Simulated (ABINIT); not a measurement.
## Beyond one shot: CaSe (Fm-3m)

Wanted: G0W0 and self-consistent gaps of CaSe (Fm-3m), with the cost of the cycles.

Method: LDA and many-body steps on it, plane waves, in ABINIT 10.8.3.

Report form: the programs' logs are mostly left out.

The database entry behind the starting cell differs from later determinations by our own check (0.1 to 0.3 % short, probably kX units), so it need not match the best structure at ambient conditions.

### Step 1. Starting point

It takes space group Fm-3m (No. 225, cubic). The conventional cell has a = 5.912 Å, b = 5.912 Å, c = 5.912 Å, α = 90.00°, β = 90.00°, γ = 90.00°. Nearest to Ca lie 6 Se at 2.96 Å. Se has 6 Ca at 2.96 Å nearest. Farther neighbours and most contacts between anions are not listed.

The cell and positions come from the Crystallography Open Database and are kept as given unless a step says otherwise.

### Step 2. Empty states on the mesh, 4×4×4 mesh, 60 bands

This step: ABINIT 10.8.3; DFT, LDA, plane waves, norm-conserving pseudopotentials.

The sums over transitions need many empty states on a uniform mesh; this step solves for them.

run.abi reads:

```
acell 3*1.0 Angstrom
rprim 
  -0.000000000000 2.956000000000 2.956000000000
  2.956000000000 -0.000000000000 2.956000000000
  2.956000000000 2.956000000000 -0.000000000000
ntypat 2
znucl 20 34
natom 2
typat 1 2
xred 
  0.000000000000 0.000000000000 0.000000000000
  0.500000000000 0.500000000000 0.500000000000
pp_dirpath "pseudos"
pseudos "Ca.upf, Se.upf"
ecut 48
ngkpt 4 4 4
nshiftk 1
shiftk 0 0 0
kptopt 1
chksymbreak 0
iscf -2
irdden 1
istwfk *1
nband 60
nbdbuf 4
tolwfr 1e-09
nstep 60
prtvol 0
indata_prefix "in"
outdata_prefix "out"
tmpdata_prefix "tmp"
```

On the command line:

```console
$ OMP_NUM_THREADS=1 mpirun -n 4 abinit run.abi > log
```

It took 17 s on 4 MPI ranks of Arm Neoverse V2, shared host; peak memory 0.32 GiB.

Numbers from this step:

```yaml
gap: 1.874 eV
k_of_the_valence_top: 0, 0, 0
k_of_the_conduction_bottom: 0.5, 0.5, 0
least_direct_gap: 2.817 eV
k_points_computed: 8
lowest_point_of_the_top_converged_band_above_the_valence_top: 38.52 eV
```

On this mesh the gap is 1.874 eV.

The density comes from a self-consistent run that is not shown.

### Step 3. Screening, 4×4×4 mesh, 56 bands, screening to 108.8 eV

The RPA dielectric matrix is built and inverted for each q.

This step: RPA screening on LDA, plane waves, norm-conserving pseudopotentials.

Changes to run.abi since step 2:

```diff
@@ -20,10 +20,11 @@
 chksymbreak 0
-iscf -2
-irdden 1
 istwfk *1
-nband 60
-nbdbuf 4
-tolwfr 1e-09
-nstep 60
-prtvol 0
+occopt 1
+irdwfk 1
+optdriver 3
+nband 56
+ecuteps 4
+inclvkb 2
+awtr 1
+symchi 1
 indata_prefix "in"
```

Wall time 14 s (4 MPI ranks); peak memory 0.9 GiB; 55 s of CPU time.

Numbers from this step:

| Property | Result |
| --- | --- |
| ε∞ with local fields, on this mesh, along the program's q direction | 6.268 |
| the same without local fields | 7.291 |
| plasma frequency | 30.12 eV |
| plane waves in the screening matrix | 137 |

Local fields lower ε∞ by 14 %. On a Γ-centred mesh this coarse the value itself is usually too large, while a short band sum pulls it down.

### Step 4. G0W0

The self-energy is evaluated for the states that the input lists, and the levels follow from it, in one-shot runs by the linearised quasiparticle equation.

This step: G0W0 on LDA, plane waves, norm-conserving pseudopotentials.

Changes to run.abi since step 3:

```diff
@@ -23,8 +23,17 @@
 irdwfk 1
-optdriver 3
+optdriver 4
 nband 56
+gwcalctyp 0
+ecutsigx 48
+symsigma 1
+nkptgw 2
+kptgw 
+  0.0000000000 0.0000000000 0.0000000000
+  0.5000000000 0.5000000000 0.0000000000
+bdgw 
+  15 21
+  16 19
 ecuteps 4
-inclvkb 2
-awtr 1
-symchi 1
+irdscr 1
+ppmodel 1
 indata_prefix "in"
```

It took 4.8 s on 4 MPI ranks; peak memory 1.1 GiB.

Numbers from this step:

```
G0W0 gap on the points computed              : 3.169 eV
starting gap on the mesh                     : 1.874 eV
k of the valence top                         : 0, 0, 0
k of the conduction bottom                   : 0.5, 0.5, 0
Z at the valence top                         : 0.803
Z at the conduction bottom                   : 0.82
least direct G0W0 gap on the computed points : 4.189 eV
```

The gap on the mesh goes from 1.87 eV to 3.17 eV, a correction of +1.30 eV.

### Step 5. QSGW, cycle 1

This step: QSGW on LDA, plane waves, norm-conserving pseudopotentials.

Changes to run.abi since step 4:

```diff
@@ -25,12 +25,24 @@
 nband 56
-gwcalctyp 0
+gwcalctyp 28
 ecutsigx 48
-symsigma 1
-nkptgw 2
+symsigma 0
+nkptgw 8
 kptgw 
   0.0000000000 0.0000000000 0.0000000000
+  0.2500000000 0.0000000000 0.0000000000
+  0.5000000000 0.0000000000 0.0000000000
+  0.2500000000 0.2500000000 0.0000000000
+  0.5000000000 0.2500000000 0.0000000000
+  -0.2500000000 0.2500000000 0.0000000000
   0.5000000000 0.5000000000 0.0000000000
+  -0.2500000000 0.5000000000 0.2500000000
 bdgw 
-  15 21
-  16 19
+  15 23
+  15 23
+  15 23
+  15 23
+  15 23
+  15 23
+  15 23
+  15 23
 ecuteps 4
@@ -38,2 +50,3 @@
 ppmodel 1
+rhoqpmix 0.3
 indata_prefix "in"
```

It took 67 s on 4 MPI ranks; peak memory 1.5 GiB; 4.4 min of CPU time.

Numbers from this step:

```yaml
quasiparticle_gap_on_the_mesh: 3.455 eV
gap_of_the_density_functional_on_the_mesh: 1.874 eV
k_of_the_valence_top: 0, 0, 0
k_of_the_conduction_bottom: 0.5, 0.5, 0
z_at_the_valence_top: 1
z_at_the_conduction_bottom: 1
least_direct_quasiparticle_gap_on_the_computed_points: 4.424 eV
```

Against G0W0 in ABINIT (4×4×4 mesh, 56 bands, screening to 108.8 eV, Godby-Needs plasmon pole), the gap moves by +0.286 eV.

### Step 6. Screening, 4×4×4 mesh, 56 bands, screening to 108.8 eV

This step: RPA screening on LDA, plane waves, norm-conserving pseudopotentials.

run.abi reads:

```
acell 3*1.0 Angstrom
rprim 
  -0.000000000000 2.956000000000 2.956000000000
  2.956000000000 -0.000000000000 2.956000000000
  2.956000000000 2.956000000000 -0.000000000000
ntypat 2
znucl 20 34
natom 2
typat 1 2
xred 
  0.000000000000 0.000000000000 0.000000000000
  0.500000000000 0.500000000000 0.500000000000
pp_dirpath "pseudos"
pseudos "Ca.upf, Se.upf"
ecut 48
ngkpt 4 4 4
nshiftk 1
shiftk 0 0 0
kptopt 1
chksymbreak 0
istwfk *1
occopt 1
irdwfk 1
optdriver 3
nband 56
ecuteps 4
inclvkb 2
awtr 1
symchi 1
gwcalctyp 28
mbpt_sciss 1.862 eV
nqptdm 1
qptdm 
  0 0 0
indata_prefix "in"
outdata_prefix "out"
tmpdata_prefix "tmp"
```

The job ended after 4.9 s (4 MPI ranks; peak memory 0.68 GiB; 19 s of CPU time).

This step gave:

```
ε∞ with local fields, on this mesh, along the program's q direction : 4.907
the same without local fields                                       : 5.573
plasma frequency                                                    : 30.12 eV
plane waves in the screening matrix                                 : 137
```

This screening uses the functional's bands under a rigid shift, the mean opening of the cycle before.

### Step 7. Screening, 4×4×4 mesh, 56 bands, screening to 108.8 eV

This step: RPA screening on LDA from quasiparticle energies and orbitals, plane waves, norm-conserving pseudopotentials.

Changes to run.abi since step 6:

```diff
@@ -29,7 +29,13 @@
 symchi 1
+irdqps 1
 gwcalctyp 28
-mbpt_sciss 1.862 eV
-nqptdm 1
+nqptdm 7
 qptdm 
-  0 0 0
+  0.2500000000 0.0000000000 0.0000000000
+  0.5000000000 0.0000000000 0.0000000000
+  0.2500000000 0.2500000000 0.0000000000
+  0.5000000000 0.2500000000 0.0000000000
+  -0.2500000000 0.2500000000 0.0000000000
+  0.5000000000 0.5000000000 0.0000000000
+  -0.2500000000 0.5000000000 0.2500000000
 indata_prefix "in"
```

mrgscr.stdin reads:

```
2
merged
q0_SCR
out_SCR
1
```

On the command line:

```console
$ OMP_NUM_THREADS=1 mpirun -n 4 abinit run.abi > log; mrgscr < mrgscr.stdin
```

Wall time 12 s (4 MPI ranks); peak memory 0.85 GiB; 46 s of CPU time.

This step gave:

| Item | Value |
| --- | --- |
| plasma frequency | 30.12 eV |
| plane waves in the screening matrix | 137 |

This screening reads the quasiparticle levels of the cycle before.

### Step 8. QSGW, cycle 2

The corrected levels of the last cycle go back in.

This step: QSGW on LDA, plane waves, norm-conserving pseudopotentials.

Changes to run.abi since step 7:

```diff
@@ -23,12 +23,10 @@
 irdwfk 1
-optdriver 3
+optdriver 4
 nband 56
-ecuteps 4
-inclvkb 2
-awtr 1
-symchi 1
-irdqps 1
 gwcalctyp 28
-nqptdm 7
-qptdm 
+ecutsigx 48
+symsigma 0
+nkptgw 8
+kptgw 
+  0.0000000000 0.0000000000 0.0000000000
   0.2500000000 0.0000000000 0.0000000000
@@ -40,2 +38,16 @@
   -0.2500000000 0.5000000000 0.2500000000
+bdgw 
+  15 23
+  15 23
+  15 23
+  15 23
+  15 23
+  15 23
+  15 23
+  15 23
+ecuteps 4
+irdscr 1
+ppmodel 1
+irdqps 1
+rhoqpmix 0.3
 indata_prefix "in"
```

On the command line:

```console
$ OMP_NUM_THREADS=1 mpirun -n 4 abinit run.abi > log
```

Run time: 67 s. Hardware: 4 MPI ranks; peak memory 1.5 GiB; 4.5 min of CPU time.

This step gave:

| Item | Value |
| --- | --- |
| quasiparticle gap on the mesh | 3.836 eV |
| gap of the density functional on the mesh | 1.874 eV |
| k of the valence top | 0, 0, 0 |
| k of the conduction bottom | 0.5, 0.5, 0 |
| least direct quasiparticle gap on the computed points | 4.707 eV |

Against the cycle before, the gap moves by +0.381 eV.

### Step 9. Screening, 4×4×4 mesh, 56 bands, screening to 108.8 eV

This step: RPA screening on LDA, plane waves, norm-conserving pseudopotentials.

run.abi reads:

```
acell 3*1.0 Angstrom
rprim 
  -0.000000000000 2.956000000000 2.956000000000
  2.956000000000 -0.000000000000 2.956000000000
  2.956000000000 2.956000000000 -0.000000000000
ntypat 2
znucl 20 34
natom 2
typat 1 2
xred 
  0.000000000000 0.000000000000 0.000000000000
  0.500000000000 0.500000000000 0.500000000000
pp_dirpath "pseudos"
pseudos "Ca.upf, Se.upf"
ecut 48
ngkpt 4 4 4
nshiftk 1
shiftk 0 0 0
kptopt 1
chksymbreak 0
istwfk *1
occopt 1
irdwfk 1
optdriver 3
nband 56
ecuteps 4
inclvkb 2
awtr 1
symchi 1
gwcalctyp 28
mbpt_sciss 2.192 eV
nqptdm 1
qptdm 
  0 0 0
indata_prefix "in"
outdata_prefix "out"
tmpdata_prefix "tmp"
```

It took 4.8 s on 4 MPI ranks; peak memory 0.68 GiB; 19 s of CPU time.

This step gave:

```
ε∞ with local fields, on this mesh, along the program's q direction : 4.745
the same without local fields                                       : 5.370
plasma frequency                                                    : 30.12 eV
plane waves in the screening matrix                                 : 137
```

This screening uses the functional's bands under a rigid shift, the mean opening of the cycle before.

### Step 10. Screening, 4×4×4 mesh, 56 bands, screening to 108.8 eV

This step: RPA screening on LDA from quasiparticle energies and orbitals, plane waves, norm-conserving pseudopotentials.

Changes to run.abi since step 9:

```diff
@@ -29,7 +29,13 @@
 symchi 1
+irdqps 1
 gwcalctyp 28
-mbpt_sciss 2.192 eV
-nqptdm 1
+nqptdm 7
 qptdm 
-  0 0 0
+  0.2500000000 0.0000000000 0.0000000000
+  0.5000000000 0.0000000000 0.0000000000
+  0.2500000000 0.2500000000 0.0000000000
+  0.5000000000 0.2500000000 0.0000000000
+  -0.2500000000 0.2500000000 0.0000000000
+  0.5000000000 0.5000000000 0.0000000000
+  -0.2500000000 0.5000000000 0.2500000000
 indata_prefix "in"
```

mrgscr.stdin is that of step 7.

On the command line:

```console
$ OMP_NUM_THREADS=1 mpirun -n 4 abinit run.abi > log; mrgscr < mrgscr.stdin
```

Wall time 12 s (4 MPI ranks); peak memory 0.85 GiB.

Numbers from this step:

- plasma frequency: 30.12 eV
- plane waves in the screening matrix: 137

This screening reads the quasiparticle levels of the cycle before.

### Step 11. QSGW, cycle 3

This step: QSGW on LDA, plane waves, norm-conserving pseudopotentials.

Changes to run.abi since step 10:

```diff
@@ -23,12 +23,10 @@
 irdwfk 1
-optdriver 3
+optdriver 4
 nband 56
-ecuteps 4
-inclvkb 2
-awtr 1
-symchi 1
-irdqps 1
 gwcalctyp 28
-nqptdm 7
-qptdm 
+ecutsigx 48
+symsigma 0
+nkptgw 8
+kptgw 
+  0.0000000000 0.0000000000 0.0000000000
   0.2500000000 0.0000000000 0.0000000000
@@ -40,2 +38,16 @@
   -0.2500000000 0.5000000000 0.2500000000
+bdgw 
+  15 23
+  15 23
+  15 23
+  15 23
+  15 23
+  15 23
+  15 23
+  15 23
+ecuteps 4
+irdscr 1
+ppmodel 1
+irdqps 1
+rhoqpmix 0.3
 indata_prefix "in"
```

On the command line:

```console
$ OMP_NUM_THREADS=1 mpirun -n 4 abinit run.abi > log
```

It took 67 s on 4 MPI ranks; peak memory 1.5 GiB; 4.5 min of CPU time.

This step gave:

```
quasiparticle gap on the mesh                         : 3.845 eV
gap of the density functional on the mesh             : 1.874 eV
k of the valence top                                  : 0, 0, 0
k of the conduction bottom                            : 0.5, 0.5, 0
least direct quasiparticle gap on the computed points : 4.742 eV
```

Against the cycle before, the gap moves by +0.009 eV.

### Step 12. Screening, 4×4×4 mesh, 56 bands, screening to 108.8 eV

This step: RPA screening on LDA, plane waves, norm-conserving pseudopotentials.

run.abi reads:

```
acell 3*1.0 Angstrom
rprim 
  -0.000000000000 2.956000000000 2.956000000000
  2.956000000000 -0.000000000000 2.956000000000
  2.956000000000 2.956000000000 -0.000000000000
ntypat 2
znucl 20 34
natom 2
typat 1 2
xred 
  0.000000000000 0.000000000000 0.000000000000
  0.500000000000 0.500000000000 0.500000000000
pp_dirpath "pseudos"
pseudos "Ca.upf, Se.upf"
ecut 48
ngkpt 4 4 4
nshiftk 1
shiftk 0 0 0
kptopt 1
chksymbreak 0
istwfk *1
occopt 1
irdwfk 1
optdriver 3
nband 56
ecuteps 4
inclvkb 2
awtr 1
symchi 1
gwcalctyp 28
mbpt_sciss 2.214 eV
nqptdm 1
qptdm 
  0 0 0
indata_prefix "in"
outdata_prefix "out"
tmpdata_prefix "tmp"
```

The job ended after 4.8 s (4 MPI ranks; peak memory 0.68 GiB; 19 s of CPU time).

This step gave:

| Property | Result |
| --- | --- |
| ε∞ with local fields, on this mesh, along the program's q direction | 4.734 |
| the same without local fields | 5.357 |
| plasma frequency | 30.12 eV |
| plane waves in the screening matrix | 137 |

This screening uses the functional's bands under a rigid shift, the mean opening of the cycle before.

### Step 13. Screening, 4×4×4 mesh, 56 bands, screening to 108.8 eV

This step: RPA screening on LDA from quasiparticle energies and orbitals, plane waves, norm-conserving pseudopotentials.

Changes to run.abi since step 12:

```diff
@@ -29,7 +29,13 @@
 symchi 1
+irdqps 1
 gwcalctyp 28
-mbpt_sciss 2.214 eV
-nqptdm 1
+nqptdm 7
 qptdm 
-  0 0 0
+  0.2500000000 0.0000000000 0.0000000000
+  0.5000000000 0.0000000000 0.0000000000
+  0.2500000000 0.2500000000 0.0000000000
+  0.5000000000 0.2500000000 0.0000000000
+  -0.2500000000 0.2500000000 0.0000000000
+  0.5000000000 0.5000000000 0.0000000000
+  -0.2500000000 0.5000000000 0.2500000000
 indata_prefix "in"
```

mrgscr.stdin is that of step 10.

On the command line:

```console
$ OMP_NUM_THREADS=1 mpirun -n 4 abinit run.abi > log; mrgscr < mrgscr.stdin
```

The job ended after 12 s (4 MPI ranks; peak memory 0.85 GiB; 46 s of CPU time).

This step gave:

```
plasma frequency                    : 30.12 eV
plane waves in the screening matrix : 137
```

This screening reads the quasiparticle levels of the cycle before.

### Step 14. QSGW, cycle 4

This step: QSGW on LDA, plane waves, norm-conserving pseudopotentials.

Changes to run.abi since step 13:

```diff
@@ -23,12 +23,10 @@
 irdwfk 1
-optdriver 3
+optdriver 4
 nband 56
-ecuteps 4
-inclvkb 2
-awtr 1
-symchi 1
-irdqps 1
 gwcalctyp 28
-nqptdm 7
-qptdm 
+ecutsigx 48
+symsigma 0
+nkptgw 8
+kptgw 
+  0.0000000000 0.0000000000 0.0000000000
   0.2500000000 0.0000000000 0.0000000000
@@ -40,2 +38,16 @@
   -0.2500000000 0.5000000000 0.2500000000
+bdgw 
+  15 23
+  15 23
+  15 23
+  15 23
+  15 23
+  15 23
+  15 23
+  15 23
+ecuteps 4
+irdscr 1
+ppmodel 1
+irdqps 1
+rhoqpmix 0.3
 indata_prefix "in"
```

On the command line:

```console
$ OMP_NUM_THREADS=1 mpirun -n 4 abinit run.abi > log
```

It took 67 s on 4 MPI ranks; peak memory 1.5 GiB; 4.5 min of CPU time.

This step gave:

```yaml
quasiparticle_gap_on_the_mesh: 3.779 eV
gap_of_the_density_functional_on_the_mesh: 1.874 eV
k_of_the_valence_top: 0, 0, 0
k_of_the_conduction_bottom: 0.5, 0.5, 0
least_direct_quasiparticle_gap_on_the_computed_points: 4.701 eV
```

Against the cycle before, the gap moves by −0.066 eV.

### Step 15. Screening, 4×4×4 mesh, 56 bands, screening to 108.8 eV

This step: RPA screening on LDA, plane waves, norm-conserving pseudopotentials.

run.abi reads:

```
acell 3*1.0 Angstrom
rprim 
  -0.000000000000 2.956000000000 2.956000000000
  2.956000000000 -0.000000000000 2.956000000000
  2.956000000000 2.956000000000 -0.000000000000
ntypat 2
znucl 20 34
natom 2
typat 1 2
xred 
  0.000000000000 0.000000000000 0.000000000000
  0.500000000000 0.500000000000 0.500000000000
pp_dirpath "pseudos"
pseudos "Ca.upf, Se.upf"
ecut 48
ngkpt 4 4 4
nshiftk 1
shiftk 0 0 0
kptopt 1
chksymbreak 0
istwfk *1
occopt 1
irdwfk 1
optdriver 3
nband 56
ecuteps 4
inclvkb 2
awtr 1
symchi 1
gwcalctyp 28
mbpt_sciss 2.163 eV
nqptdm 1
qptdm 
  0 0 0
indata_prefix "in"
outdata_prefix "out"
tmpdata_prefix "tmp"
```

It took 4.8 s on 4 MPI ranks; peak memory 0.68 GiB.

Numbers from this step:

```
ε∞ with local fields, on this mesh, along the program's q direction : 4.758
the same without local fields                                       : 5.387
plasma frequency                                                    : 30.12 eV
plane waves in the screening matrix                                 : 137
```

This screening uses the functional's bands under a rigid shift, the mean opening of the cycle before.

### Step 16. Screening, 4×4×4 mesh, 56 bands, screening to 108.8 eV

This step: RPA screening on LDA from quasiparticle energies and orbitals, plane waves, norm-conserving pseudopotentials.

Changes to run.abi since step 15:

```diff
@@ -29,7 +29,13 @@
 symchi 1
+irdqps 1
 gwcalctyp 28
-mbpt_sciss 2.163 eV
-nqptdm 1
+nqptdm 7
 qptdm 
-  0 0 0
+  0.2500000000 0.0000000000 0.0000000000
+  0.5000000000 0.0000000000 0.0000000000
+  0.2500000000 0.2500000000 0.0000000000
+  0.5000000000 0.2500000000 0.0000000000
+  -0.2500000000 0.2500000000 0.0000000000
+  0.5000000000 0.5000000000 0.0000000000
+  -0.2500000000 0.5000000000 0.2500000000
 indata_prefix "in"
```

mrgscr.stdin is that of step 13.

On the command line:

```console
$ OMP_NUM_THREADS=1 mpirun -n 4 abinit run.abi > log; mrgscr < mrgscr.stdin
```

It took 11 s on 4 MPI ranks; peak memory 0.85 GiB.

Numbers from this step:

```yaml
plasma_frequency: 30.12 eV
plane_waves_in_the_screening_matrix: 137
```

This screening reads the quasiparticle levels of the cycle before.

### Step 17. QSGW, cycle 5

This step: QSGW on LDA, plane waves, norm-conserving pseudopotentials.

Changes to run.abi since step 16:

```diff
@@ -23,12 +23,10 @@
 irdwfk 1
-optdriver 3
+optdriver 4
 nband 56
-ecuteps 4
-inclvkb 2
-awtr 1
-symchi 1
-irdqps 1
 gwcalctyp 28
-nqptdm 7
-qptdm 
+ecutsigx 48
+symsigma 0
+nkptgw 8
+kptgw 
+  0.0000000000 0.0000000000 0.0000000000
   0.2500000000 0.0000000000 0.0000000000
@@ -40,2 +38,16 @@
   -0.2500000000 0.5000000000 0.2500000000
+bdgw 
+  15 23
+  15 23
+  15 23
+  15 23
+  15 23
+  15 23
+  15 23
+  15 23
+ecuteps 4
+irdscr 1
+ppmodel 1
+irdqps 1
+rhoqpmix 0.3
 indata_prefix "in"
```

On the command line:

```console
$ OMP_NUM_THREADS=1 mpirun -n 4 abinit run.abi > log
```

The job ended after 68 s (4 MPI ranks; peak memory 1.5 GiB).

Numbers from this step:

```yaml
quasiparticle_gap_on_the_mesh: 3.719 eV
gap_of_the_density_functional_on_the_mesh: 1.874 eV
k_of_the_valence_top: 0, 0, 0
k_of_the_conduction_bottom: 0.5, 0.5, 0
least_direct_quasiparticle_gap_on_the_computed_points: 4.658 eV
```

Against the cycle before, the gap moves by −0.060 eV.

### Step 18. Screening, 4×4×4 mesh, 56 bands, screening to 108.8 eV

This step: RPA screening on LDA, plane waves, norm-conserving pseudopotentials.

run.abi reads:

```
acell 3*1.0 Angstrom
rprim 
  -0.000000000000 2.956000000000 2.956000000000
  2.956000000000 -0.000000000000 2.956000000000
  2.956000000000 2.956000000000 -0.000000000000
ntypat 2
znucl 20 34
natom 2
typat 1 2
xred 
  0.000000000000 0.000000000000 0.000000000000
  0.500000000000 0.500000000000 0.500000000000
pp_dirpath "pseudos"
pseudos "Ca.upf, Se.upf"
ecut 48
ngkpt 4 4 4
nshiftk 1
shiftk 0 0 0
kptopt 1
chksymbreak 0
istwfk *1
occopt 1
irdwfk 1
optdriver 3
nband 56
ecuteps 4
inclvkb 2
awtr 1
symchi 1
gwcalctyp 28
mbpt_sciss 2.113 eV
nqptdm 1
qptdm 
  0 0 0
indata_prefix "in"
outdata_prefix "out"
tmpdata_prefix "tmp"
```

It took 4.8 s on 4 MPI ranks; peak memory 0.68 GiB.

Numbers from this step:

```
ε∞ with local fields, on this mesh, along the program's q direction : 4.782
the same without local fields                                       : 5.417
plasma frequency                                                    : 30.12 eV
plane waves in the screening matrix                                 : 137
```

This screening uses the functional's bands under a rigid shift, the mean opening of the cycle before.

(Part 1 of 2 ends here.)

[Paths, hosts, dates, memory and timing lines, banners, echoed tables and standing remarks are left out of the program output.]

[Logs are printed without paths, hosts, clocks, repeated set-up lines and the standing remarks that a program may print on its own settings, such as how far it seeks lower states.]

[Runs of the session that timed out or met a known fault of the program may be left out.]

[Hosts, paths, dates, database ids (printed as entryN), source tags and the programs' standing remarks are cut or masked in the printed files.]

[G0W0 gaps are taken among the corrected bands and points alone; a level outside them can change the order at an edge.]

[Where Ansatz stands beside ABINIT at settings called matched, ABINIT's density can come from a denser mesh and the files from another edition; pairs whose starting gaps differed by over 0.03 eV were left out, so agreement reads better than it is.]
